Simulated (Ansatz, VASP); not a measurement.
## MgSi in VASP and in Ansatz

Contents of INCAR:

```
SYSTEM = MgSi
PREC = Accurate
ENCUT = 520
EDIFF = 1E-7
ISMEAR = -1
SIGMA = 0.05
LREAL = .False.
LASPH = .True.
NELM = 100
ALGO = Normal
ISIF = 2
LWAVE = .False.
LCHARG = .False.
GGA = PS
NBANDS = 14
```

File KPOINTS:

```
regular mesh
0
Gamma
  9 9 6
  0 0 0
```

The input POSCAR:

```
MgSi
1.0
    1.5025120000     -5.4260160000      0.0000000000
    1.5025120000      5.4260160000      0.0000000000
    0.0000000000      0.0000000000      4.3401780000
Si Mg
2 2
Direct
    0.5706380000      0.4293620000      0.7500000000
    0.4293620000      0.5706380000      0.2500000000
    0.1683810000      0.8316190000      0.2500000000
    0.8316190000      0.1683810000      0.7500000000
```

input.yaml

```yaml
crystal:
  lattice:
    - [1.502512, -5.426016, 0.0]
    - [1.502512, 5.426016, 0.0]
    - [0.0, 0.0, 4.340178]
  atoms:
    - { symbol: Si, position: [0.570638, 0.429362, 0.75] }
    - { symbol: Si, position: [0.429362, 0.570638, 0.25] }
    - { symbol: Mg, position: [0.168381, 0.831619, 0.25] }
    - { symbol: Mg, position: [0.831619, 0.168381, 0.75] }
hamiltonian:
  xc: pbesol
  pseudopotentials: { kind: paw }
kpoints:
  mp_grid: { grid: [9, 9, 6] }
scf:
  occupations: { method: fermi_dirac, width: 0.05 }
output:
  forces: true
  stress: true
  eigenvalues: true
```

The cell comes from a database or a generator and needn't be the stable form of this composition.

Alike in both runs: task single point; functional PBEsol; k mesh 9 × 9 × 6; occupations fermi-dirac, width 0.05 eV; no spin polarisation.

```csv
,VASP,Ansatz
version,VASP 6.6.1,Ansatz 0.2.0
potentials or method,"VASP PAW PBE potentials, release 64 (Si, Mg)",Ansatz PAW
plane-wave cutoff (eV),520,420
valence electrons in the cell,12,28
```

Ansatz gave:

| Property | Result |
| --- | --- |
| gap on the k mesh at the Fermi level (eV) | none |
| pressure (GPa) | -1.4 |
| largest component of the traceless stress (GPa) | 0.76 |
| rms of the force components (eV/Å) | 0.095 |

Problem. What did VASP give for the same quantities?

Solution. gap on the k mesh at the Fermi level (eV): none; pressure (GPa): -1.4; largest component of the traceless stress (GPa): 0.77; rms of the force components (eV/Å): 0.094.

Atom by atom the forces differ by 0.002 eV/Å (rms over components). A gap of «none» marks a metal or a gap that the smearing closes. With one functional, cell and mesh, what is left measures potentials, basis and numerics. The two sets of potentials don't hold the same shells in valence.

Caveats: the PAW data sets were made with another functional, which shifts forces and pressure a little (VASP); the PAW data sets come from PBE, with cores solved anew for the run's functional, which leaves a small shift of forces and pressure (Ansatz).
